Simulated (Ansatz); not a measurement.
InGaAs2 (P-4m2) from a database of computed structures, relaxed with r2SCAN in the PAW code Ansatz. Space group P-4m2 (No. 115), tetragonal; conventional cell a = 4.156 Å, c = 5.914 Å, 25.54 Å³ an atom. Around In lie 4 As at 2.62 Å; around Ga lie 4 As at 2.48 Å; around As lie 2 Ga at 2.48 Å and 2 In at 2.62 Å.

The axes x, y and z are those of this cell:
```
CELL_PARAMETERS angstrom
4.15600 0.00000 0.00000
0.00000 4.15600 0.00000
0.00000 0.00000 5.91353
ATOMIC_POSITIONS crystal
In 0.00000 0.00000 0.50000
Ga 0.50000 0.50000 0.00000
As 0.50000 0.00000 0.76993
As 0.00000 0.50000 0.23007
```

Unstrained: With HSE06 the gap is 0.656 eV and direct, at Γ. Meshes: HSE06 4×4×4. Strains are changes of length per length. After each strain the atoms were relaxed again with r2SCAN within the symmetry that the strain leaves, so tilts or polar shifts that break it weren't tested; points keep the names that they have in the unstrained zone. Spin-unpolarised throughout; all numbers are computed.

**Question.** Estimate what isotropic -0.59 % on every length does to the gap.

**Answer.** HSE06: the gap goes from 0.656 to 0.774 eV (+0.118 eV); with HSE06 the top three valence levels at Γ, grouped 2+1 from the top over 138 meV, become 2+1 over 147 meV.

**Question.** For epitaxial +4.23 % in the xy plane, how far does the free direction move, and what happens to the gap?

**Answer.** The normal strain at zero normal stress is -4.24 %, 1.00 of the in-plane strain with the sign turned. HSE06: the gap goes from 0.656 to 0.223 eV (-0.433 eV); with HSE06 the top three valence levels at Γ, grouped 2+1 from the top over 138 meV, become 1+2 over 234 meV.

**Question.** Estimate what uniaxial +5.19 % along y, other directions held does to the gap.

**Answer.** HSE06: the gap goes from 0.656 to 0.207 eV (-0.449 eV); with HSE06 the top three valence levels at Γ, grouped 2+1 from the top over 138 meV, become 1+1+1 over 294 meV.

**Question.** Estimate what uniaxial -5.13 % along x, other directions held does to the gap.

**Answer.** HSE06: the gap goes from 0.656 to 0.657 eV (+0.001 eV); with HSE06 the top three valence levels at Γ, grouped 2+1 from the top over 138 meV, become 1+1+1 over 580 meV.

No spin-orbit coupling is included; it can move band edges with weight on the heavy atoms by tenths of an eV.

The meshes of the hybrids are coarse, so their gaps aren't converged to the digits shown.

The splittings at Γ are without spin-orbit coupling, which regroups them where it is of like size or larger.
